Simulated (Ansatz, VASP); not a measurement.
**Ga: VASP beside Ansatz**

```
Ga
1.0
     0.00000    2.13650    2.13650
     2.13650    0.00000    2.13650
     2.13650    2.13650    0.00000
Ga
1
Direct
  0.00000 0.00000 0.00000
```

Alike in both runs: functional revPBE; k mesh 13 × 13 × 13; occupations fermi-dirac, width 0.1 eV; no spin polarisation.

Ansatz relaxed the structure, and its values are those at the end. VASP's run is a single point on that final structure, the one shown.

|  | VASP | Ansatz |
| --- | --- | --- |
| version | VASP 6.6.1 | Ansatz 0.2.0 |
| potentials or method | VASP PAW PBE potentials, release 64 (Ga_d) | plane waves (420 eV) with PAW, scalar-relativistic |
| plane-wave cutoff (eV) | 520 | 420 |
| valence electrons in the cell | 13 | 13 |

Ansatz gave:

| Item | Value |
| --- | --- |
| pressure (GPa) | 0.0 |

Problem. Which values does VASP return?

Solution. Pressure (GPa): 0.1.

Caveats: the PAW data sets were made with another functional, which shifts forces and pressure a little (VASP).
